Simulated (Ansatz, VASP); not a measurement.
## ZnS in VASP and in Ansatz

```
Zn S
1.0
     3.84513    0.00000    0.00000
    -1.92257    3.32998    0.00000
     0.00000    0.00000    6.30572
Zn S
2 2
Direct
  0.33333 0.66667 0.95319
  0.66667 0.33333 0.45319
  0.33333 0.66667 0.42181
  0.66667 0.33333 0.92181
```

Change from the starting cell: polar distortion scaled by 0.25.

Alike in both runs: task single point; functional PBE; k mesh 9 × 9 × 6; no spin polarisation.

|  | VASP | Ansatz |
| --- | --- | --- |
| version | VASP 6.6.1 | Ansatz 0.2.0 |
| potentials or method | VASP PAW PBE potentials, release 64 (Zn, S) | scalar-relativistic, plane waves, PAW |
| plane-wave cutoff (eV) | 520 | 420 |
| occupations | gaussian, width 0.01 eV | fixed |
| valence electrons in the cell | 36 | 36 |

```csv
,VASP,Ansatz,Ansatz less VASP
gap on the k mesh at the Fermi level (eV),2.42,2.41,-0.010
least direct gap on the mesh (eV),2.42,2.41,-0.009
pressure (GPa),4.6,4.5,-0.16
largest component of the traceless stress (GPa),4.47,4.30,-0.169
rms of the force components (eV/Å),0.264,0.260,-0.0038
```

Atom by atom the forces differ by 0.004 eV/Å (rms over components).

Caveats: an odd mesh through Γ misses points on the zone boundary, where band edges often lie.
